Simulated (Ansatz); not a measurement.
## Pressure against volume: Se

```
Se
1.0
     4.36620    0.00000    0.00000
    -2.18310    3.78124    0.00000
     0.00000    0.00000    4.95360
Se
3
Direct
  0.22540 0.00000 0.33333
  0.00000 0.22540 0.66667
  0.77460 0.77460 0.00000
```

The cell is COD entry 9012501, as deposited and not checked against the literature; nothing was relaxed.

Levels of theory: DFT, LDA, all-electron LAPW, scalar-relativistic (Ansatz 0.2.0); DFT, LDA, PAW with Ansatz's default frozen-core files, scalar-relativistic (Ansatz 0.2.0).

For LAPW: a Γ-centred 6×6×5 k mesh, Fermi–Dirac smearing of 0.03 eV, basis error target 0.5 meV/atom, no spin polarisation. PAW takes a cutoff of 420 eV at this cell (files made with PBE, cores remade for this functional). The Ansatz runs share mesh, smearing and spin set-up. Plane-wave (PAW) pressures include the program's estimate of the Pulay term.

The cell above is scaled evenly, with fractional coordinates and shape held.

```tsv
V/V(cell)	V (Å³/atom)	P, LAPW (GPa)	P, PAW (GPa)	gap on the k mesh, LAPW (eV)	free energy over the lowest listed, PAW (meV/atom)
0.9400	25.625	2.61	2.61	1.15	8.1
0.9600	26.170	?	?	?	?
0.9800	26.716	-0.12	-0.12	1.18	0.0
0.9900	26.988	-0.71	-0.72	1.19	0.7
1.0000	27.261	-1.27	-1.28	1.19	2.4
1.0100	27.533	-1.80	-1.81	1.20	5.0
1.0200	27.806	-2.31	-2.31	1.20	8.6
1.0400	28.351	-3.23	-3.24	1.21	18.0
1.0600	28.896	-4.06	-4.06	1.21	30.5
```

Problem. Fill in the row V/V(cell) = 0.9600.

Solution. P, LAPW (GPa) = 1.17, P, PAW (GPa) = 1.17, gap on the k mesh, LAPW (eV) = 1.17, free energy over the lowest listed, PAW (meV/atom) = 1.7.

Problem. What do Birch–Murnaghan fits to the pressures give?

Solution. LAPW: V0 = 26.66 Å³/atom, B0 = 60 GPa, B0′ = 4.4; PAW: V0 = 26.66 Å³/atom, B0 = 60 GPa, B0′ = 4.4.

PAW's V0 lies -0.01 % from the all-electron value and its B0 0.0 %. With shape and internal coordinates held, B0 is an upper bound to the relaxed modulus.
